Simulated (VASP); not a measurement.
MoS2: single point with LDA

The system is MoS2, a slab with vacuum.

```xyz
6
Lattice="3.1409 0.0000 0.0000 -1.5705 2.7201 0.0000 0.0000 0.0000 21.5682" Properties=species:S:1:pos:R:3 pbc="T T T"
Mo    1.5705    0.9067    3.1436
Mo    0.0000    1.8134   18.4246
S     0.0000    1.8134    4.7016
S     1.5705    0.9067   19.9841
S     0.0000    1.8134    1.5841
S     1.5705    0.9067   16.8665
```

```
Program             : VASP 6.6.1
Task                : single point
Functional          : LDA
Potentials or basis : VASP PAW LDA potentials, release 64 (Mo_sv, S)
Cutoff              : 520 eV
k mesh              : 11 × 11 × 2
Occupations         : methfessel-paxton, width 0.1 eV
Spin                : no spin polarisation
```

```yaml
Largest_force: 0.234 eV/Å
Band_gap_on_the_k_mesh: 1.36 eV, indirect (least direct gap 1.95 eV)
```

Forces on the atoms (eV/Å):
```
Mo   0.000  0.000 -0.002
Mo   0.000  0.000  0.002
S    0.000  0.000 -0.234
S    0.000  0.000 -0.163
S    0.000  0.000  0.163
S    0.000  0.000  0.234
```

Levels at points of the mesh, in eV from the valence-band top:
```tsv
k point	band 22	band 23	band 24	band 25	band 26	band 27	band 28	band 29	band 30	band 31
(0.00, 0.00, 0.00)	-1.82	-1.82	-1.75	-0.64	0.00	2.51	2.51	2.52	2.52	2.75
(0.00, 0.00, 0.50)	-1.82	-1.82	-1.75	-0.64	0.00	2.51	2.51	2.52	2.52	2.75
```

It took 110 s on 1 thread of Intel(R) Xeon(R) 6975P-C (Granite Rapids) (shared host), peak memory 0.33 GiB.
